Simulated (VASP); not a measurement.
# K (Fm-3m) in VASP: notebook

One crystal, K, is run at these levels: PBE; tasks: single point.

Program: VASP 6.6.1. These are calculated values, not measurements. Logs are shortened: lines on timing, memory, paths and dates and some standing lists are left out, and cuts for length are marked.

### Step 1. The crystal as given

It takes space group Fm-3m (No. 225, cubic). Conventional cell: a = 6.784 Å, b = 6.784 Å, c = 6.784 Å, α = 90.00°, β = 90.00°, γ = 90.00°.

This isn't the form of K at room conditions, which is bcc.

### Step 2. Single point, PBE

The input, INCAR:

```
SYSTEM = K
ADDGRID = .False. ; ALGO = Normal
EDIFF = 1E-6 ; ENCUT = 450
GGA = PE ; ISIF = 2
ISMEAR = 0 ; LASPH = .True.
LCHARG = .False. ; LREAL = .False.
LWAVE = .False. ; NELM = 100
PREC = Normal ; SIGMA = 0.1
```

The input, KPOINTS:

```
k-points
0
Gamma
  11 11 11
  0 0 0
```

The input, POSCAR:

```
K
1.0
    0.0000000000      3.3918728180      3.3918728180
    3.3918728180      0.0000000000      3.3918728180
    3.3918728180      3.3918728180      0.0000000000
K
1
Direct
    0.0000000000      0.0000000000      0.0000000000
```

Potentials or basis: VASP PAW PBE potentials, release 64 (K_sv).

The run is started by

```sh
> cat potpaw_PBE.64/K_sv/POTCAR > POTCAR
> mpirun -np 1 vasp_std > vasp.out
```

OUTCAR:

```text
SYSTEM = K
   EDIFF = 1E-6
   ENCUT = 450
   GGA = PE
   ISIF = 2
   ISMEAR = 0
   LASPH = .True.
   LREAL = .False.
   NELM = 100
   PREC = Normal

 Found     56 irreducible k-points:

 Following reciprocal coordinates:
            Coordinates               Weight
  0.000000  0.000000  0.000000      1.000000
  0.090909  0.000000  0.000000      8.000000
  0.181818  0.000000  0.000000      8.000000
  0.272727  0.000000  0.000000      8.000000
  0.363636  0.000000  0.000000      8.000000
  0.454545  0.000000  0.000000      8.000000
   k-points           NKPTS =     56   k-points in BZ     NKDIM =     56   number of bands    NBANDS=      8
   number of dos      NEDOS =    301   number of ions     NIONS =      1
   total plane-waves  NPLWV =  21952
   dimension x,y,z NGX =    28 NGY =   28 NGZ =   28
   dimension x,y,z NGXF=    56 NGYF=   56 NGZF=   56
   ions per type =               1
   NGX,Y,Z   is equivalent  to a cutoff of   9.70,  9.70,  9.70 a.u.
   NGXF,Y,Z  is equivalent  to a cutoff of  19.41, 19.41, 19.41 a.u.
 SYSTEM =  K
   PREC   = normal    normal or accurate (medium, high low for compatibility)
   ISTART =      0    job   : 0-new  1-cont  2-samecut
   ICHARG =      2    charge: 1-file 2-atom 10-const
   ISPIN  =      1    spin polarized calculation?
   LNONCOLLINEAR =      F non collinear calculations
   LSORBIT =      F    spin-orbit coupling
   LASPH  =      T    aspherical Exc in radial PAW
   ENCUT  =  450.0 eV  33.07 Ry    5.75 a.u.   8.30  8.30  8.30*2*pi/ulx,y,z
   NELM   =    100;   NELMIN=  2; NELMDL= -5     # of ELM steps
   EDIFF  = 0.1E-05   stopping-criterion for ELM
   LREAL  =      F    real-space projection
   EDIFFG = 0.1E-04   stopping-criterion for IOM
   NSW    =      0    number of steps for IOM
   IBRION =     -1    ionic relax: 0-MD 1-quasi-New 2-CG
   NFREE  =      0    steps in history (QN), initial steepest desc. (CG)
   ISIF   =      2    stress and relaxation
   ISYM   =      2    0-nonsym 1-usesym 2-fastsym
   POTIM  = 0.5000    time-step for ionic-motion
   TEBEG  =    0.0;   TEEND  =   0.0 temperature during run
   PSTRESS=    0.0 pullay stress
   NELECT =       9.0000    total number of electrons
   NUPDOWN=      -1.0000    fix difference up-down
   EMIN   =  10.00;   EMAX   =-10.00  energy-range for DOS
   EFERMI =   0.00;   METHOD = LEGACY
   ISMEAR =     0;   SIGMA  =   0.10  broadening in eV -4-tet -1-fermi 0-gaus
   EFERMI_NEDOS =   21; number of points for ismear=-14 and -15
   IALGO  =     38    algorithm
   IMIX   =      4    mixing-type and parameters
     AMIX     =   0.40;   BMIX     =  1.00
     AMIX_MAG =   1.60;   BMIX_MAG =  1.00
  volume/ion in A,a.u.               =      78.05       526.68
  Fermi-wavevector in a.u.,A,eV,Ry     =   0.796843  1.505815  8.639139  0.634959
  Thomas-Fermi vector in A             =   1.903445
   LORBIT       =      0    0 simple, 1 ext, 2 COOP (PROOUT), +10 PAW based schemes
   GGA     = PE    functional components
   LHFCALC =     F    Hartree Fock is set to
   AEXX    =    0.0000 exact exchange contribution
   IVDW    =     0    specifies the selected vdW correction
   LEPSILON=     F    determine dielectric tensor
   LRPA    =     F    only Hartree local field effects (RPA)
 non-spin polarized calculation
 Gauss-broadening in eV      SIGMA  =   0.10
  energy-cutoff  :      450.00
  volume of cell :       78.05
 maximum number of plane-waves:      1715
   NGX = 17   NGY = 17   NGZ = 17

 number of electron       8.9999997 magnetization

 Free energy of the ion-electron system (eV)
  ---------------------------------------------------
  ext. energy  EPLUGINS =         0.00000000
  ---------------------------------------------------
  free energy    TOTEN  =        -1.04622853 eV

  energy without entropy =       -1.04168372  energy(sigma->0) =       -1.04395613

 E-fermi :  -0.2249     XC(G=0):  -5.5097

 val. band max:       -0.2788521073   @ k =  -0.2727   0.2727   0.0000
 cond. band min:      -0.2224472021   @ k =   0.4545   0.0000   0.0000
 fundamental gap:      0.0564049052
 Fermi energy:        -0.2249290128

 k-point     1 :       0.0000    0.0000    0.0000
  band No.  band energies     occupation
      1     -32.4111      2.00000
      2     -15.8646      2.00000
      3     -15.8646      2.00000
      4     -15.8646      2.00000
      5      -2.3199      2.00000
      6       3.9063      0.00000
      7       3.9063      0.00000
      8       3.9063      0.00000

 k-point     2 :       0.0909    0.0000    0.0000
  band No.  band energies     occupation
      1     -32.4109      2.00000
      2     -15.8689      2.00000
      3     -15.8652      2.00000
      4     -15.8652      2.00000
      5      -2.2273      2.00000
      6       3.6366      0.00000
      7       3.9411      0.00000
      8       3.9411      0.00000

 k-point     3 :       0.1818    0.0000    0.0000
  band No.  band energies     occupation
      1     -32.4103      2.00000
      2     -15.8803      2.00000
      3     -15.8668      2.00000
      4     -15.8668      2.00000
      5      -1.9539      2.00000
      6       3.0162      0.00000
      7       3.9901      0.00000
      8       3.9901      0.00000

 k-point     4 :       0.2727    0.0000    0.0000
  band No.  band energies     occupation
      1     -32.4095      2.00000
      2     -15.8953      2.00000
      3     -15.8689      2.00000
      4     -15.8689      2.00000
      5      -1.5122      2.00000
      6       2.2501      0.00000
      7       3.9294      0.00000
      8       3.9294      0.00000

 k-point     5 :       0.3636    0.0000    0.0000
  band No.  band energies     occupation
      1     -32.4088      2.00000
      2     -15.9089      2.00000
      3     -15.8708      2.00000
      4     -15.8708      2.00000
      5      -0.9236      2.00000
      6       1.4245      0.00000
      7       3.7981      0.00000
      8       3.7981      0.00000

 k-point     6 :       0.4545    0.0000    0.0000
  band No.  band energies     occupation
      1     -32.4084      2.00000
      2     -15.9169      2.00000
      3     -15.8720      2.00000
      4     -15.8720      2.00000
      5      -0.2224      0.97200
      6       0.5989      0.00000
      7       3.7098      0.00000
      8       3.7098      0.00000

 [... further k-points ...]

------------------------ aborting loop because EDIFF is reached ----------------------------------------

  FORCE on cell =-STRESS in cart. coord.  units (eV):
  Direction    XX          YY          ZZ          XY          YZ          ZX
  --------------------------------------------------------------------------------------
  -------------------------------------------------------------------------------------
  Total       -0.0857183     -0.0857183     -0.0857183      0.0000000      0.0000000      0.0000000
  in kB       -1.7596881     -1.7596881     -1.7596881      0.0000000      0.0000000      0.0000000
  external PRESSURE =      -1.7596881 kB  Pullay stress =       0.0000000 kB

 VOLUME and BASIS-vectors are now :
 -----------------------------------------------------------------------------
  energy-cutoff  :      450.00
  volume of cell :       78.05
      direct lattice vectors                 reciprocal lattice vectors
     0.000000000  3.391872818  3.391872818    -0.147411188  0.147411188  0.147411188
     3.391872818  0.000000000  3.391872818     0.147411188 -0.147411188  0.147411188
     3.391872818  3.391872818  0.000000000     0.147411188  0.147411188 -0.147411188

 POSITION                                       TOTAL-FORCE (eV/Angst)
 -----------------------------------------------------------------------------------
      0.00000      0.00000      0.00000         0.000000     -0.000000     -0.000000
 -----------------------------------------------------------------------------------
    total drift:                               -0.000000     -0.000000     -0.000000

  FREE ENERGIE OF THE ION-ELECTRON SYSTEM (eV)
  ---------------------------------------------------
  free  energy   TOTEN  =        -1.0462285344 eV

  energy  without entropy=       -1.0416837244  energy(sigma->0) =       -1.04395613
```

OSZICAR:

```text
N       E                     dE             d eps       ncg     rms          rms(c)
DAV:   1     0.414141893986E+02    0.41414E+02   -0.33987E+03   896   0.762E+02
DAV:   2     0.148505039327E+00   -0.41266E+02   -0.41025E+02   904   0.201E+02
DAV:   3    -0.102300455254E+01   -0.11715E+01   -0.11682E+01  1464   0.320E+01
DAV:   4    -0.104532724702E+01   -0.22323E-01   -0.22293E-01  1360   0.327E+00
DAV:   5    -0.104557356189E+01   -0.24631E-03   -0.24631E-03  1488   0.250E-01    0.186E+00
DAV:   6    -0.104580426064E+01   -0.23070E-03   -0.12172E-03  1456   0.259E-01    0.114E+00
DAV:   7    -0.104615618762E+01   -0.35193E-03   -0.25988E-03  1392   0.378E-01    0.510E-02
DAV:   8    -0.104621938678E+01   -0.63199E-04   -0.11904E-04  1384   0.149E-01    0.169E-02
DAV:   9    -0.104622946242E+01   -0.10076E-04   -0.11713E-05  1344   0.280E-02    0.625E-03
DAV:  10    -0.104622853435E+01    0.92807E-06   -0.20973E-06  1408   0.137E-02
   1 F= -.10462285E+01 E0= -.10439561E+01  d E =-.454481E-02
```

stdout:

```text
POSCAR found type information on POSCAR K
 POSCAR found :  1 types and       1 ions
 scaLAPACK will be used
 LDA part: xc-table for (Slater+PW92), standard interpolation
 POSCAR, INCAR and KPOINTS ok, starting setup
 FFT: planning ... GRIDC
 FFT: planning ... GRID_SOFT
 FFT: planning ... GRID
 WAVECAR not read
 entering main loop
```

It took 15 s on 1 thread of Intel Xeon Platinum 8488C (Sapphire Rapids), shared host; peak memory 0.16 GiB.

These settings aren't checked as converged: the numbers below hold their error.

Results:

| Quantity | Value |
| --- | --- |
| Free energy | -1.0462 eV |
| Pressure | -0.2 GPa |
| Band gap on the k mesh | none (metal or under the smearing width) |

### Step 3. Single point, PBE

The input, INCAR:

```
SYSTEM = K
ADDGRID = .False. ; ALGO = Normal
EDIFF = 1E-6 ; ENCUT = 450
GGA = PE ; ISIF = 2
ISMEAR = 0 ; LASPH = .True.
LCHARG = .False. ; LREAL = Auto
LWAVE = .False. ; NELM = 100
PREC = Accurate ; SIGMA = 0.1
```

KPOINTS is that of step 2.

POSCAR is that of step 2.

Potentials or basis: VASP PAW PBE potentials, release 64 (K_sv).

The run is started by

```sh
> cat potpaw_PBE.64/K_sv/POTCAR > POTCAR
> mpirun -np 1 vasp_std > vasp.out
```

It took 27 s on 1 thread of Intel Xeon Platinum 8488C (Sapphire Rapids), shared host; peak memory 0.2 GiB.

These settings aren't checked as converged: the numbers below hold their error.

What came out:

```
Free energy            : -1.0462 eV
Pressure               : -0.2 GPa
Band gap on the k mesh : none (metal or under the smearing width)
```

### Step 4. Single point, PBE

The input, INCAR:

```
SYSTEM = K
ADDGRID = .False. ; ALGO = Normal
EDIFF = 0.01 ; ENCUT = 450
GGA = PE ; ISIF = 2
ISMEAR = 0 ; LASPH = .True.
LCHARG = .False. ; LREAL = .False.
LWAVE = .False. ; NELM = 100
PREC = Accurate ; SIGMA = 0.1
```

KPOINTS is that of step 3.

POSCAR is that of step 3.

Potentials or basis: VASP PAW PBE potentials, release 64 (K_sv).

The run is started by

```sh
> cat potpaw_PBE.64/K_sv/POTCAR > POTCAR
> mpirun -np 1 vasp_std > vasp.out
```

OUTCAR:

```text
SYSTEM = K
   EDIFF = 0.01
   ENCUT = 450
   GGA = PE
   ISIF = 2
   ISMEAR = 0
   LASPH = .True.
   LREAL = .False.
   NELM = 100
   PREC = Accurate

 Found     56 irreducible k-points:

 Following reciprocal coordinates:
            Coordinates               Weight
  0.000000  0.000000  0.000000      1.000000
  0.090909  0.000000  0.000000      8.000000
  0.181818  0.000000  0.000000      8.000000
  0.272727  0.000000  0.000000      8.000000
  0.363636  0.000000  0.000000      8.000000
  0.454545  0.000000  0.000000      8.000000
   k-points           NKPTS =     56   k-points in BZ     NKDIM =     56   number of bands    NBANDS=      8
[... 136 lines left out ...]
      6       0.6338      0.00000
      7       3.7531      0.00000
      8       3.7532      0.00000

 [... further k-points ...]
[... 5 lines left out ...]
  --------------------------------------------------------------------------------------
  -------------------------------------------------------------------------------------
  Total       -0.3243999     -0.3243999     -0.3243999      0.0000000      0.0000000      0.0000000
  in kB       -6.6595149     -6.6595149     -6.6595149      0.0000000      0.0000000      0.0000000
  external PRESSURE =      -6.6595149 kB  Pullay stress =       0.0000000 kB

 VOLUME and BASIS-vectors are now :
 -----------------------------------------------------------------------------
  energy-cutoff  :      450.00
  volume of cell :       78.05
      direct lattice vectors                 reciprocal lattice vectors
     0.000000000  3.391872818  3.391872818    -0.147411188  0.147411188  0.147411188
     3.391872818  0.000000000  3.391872818     0.147411188 -0.147411188  0.147411188
     3.391872818  3.391872818  0.000000000     0.147411188  0.147411188 -0.147411188

 POSITION                                       TOTAL-FORCE (eV/Angst)
 -----------------------------------------------------------------------------------
      0.00000      0.00000      0.00000         0.000000      0.000000      0.000000
 -----------------------------------------------------------------------------------
    total drift:                                0.000000     -0.000000      0.000000

  FREE ENERGIE OF THE ION-ELECTRON SYSTEM (eV)
  ---------------------------------------------------
  free  energy   TOTEN  =        -1.0458035697 eV

  energy  without entropy=       -1.0412619359  energy(sigma->0) =       -1.04353275
```

stdout:

```text
POSCAR found type information on POSCAR K
 POSCAR found :  1 types and       1 ions
 scaLAPACK will be used
 LDA part: xc-table for (Slater+PW92), standard interpolation
 POSCAR, INCAR and KPOINTS ok, starting setup
 FFT: planning ... GRIDC
 FFT: planning ... GRID_SOFT
 FFT: planning ... GRID
 WAVECAR not read
 entering main loop
```

Run time: 14 s. Hardware: 1 thread of Intel Xeon Platinum 8488C (Sapphire Rapids), shared host; peak memory 0.2 GiB.

These settings aren't checked as converged: the numbers below hold their error.

Results:

| Property | Result |
| --- | --- |
| Free energy | -1.0458 eV |
| Pressure | -0.7 GPa |
| Band gap on the k mesh | none (metal or under the smearing width) |

(Part 1 of 2 ends here.)
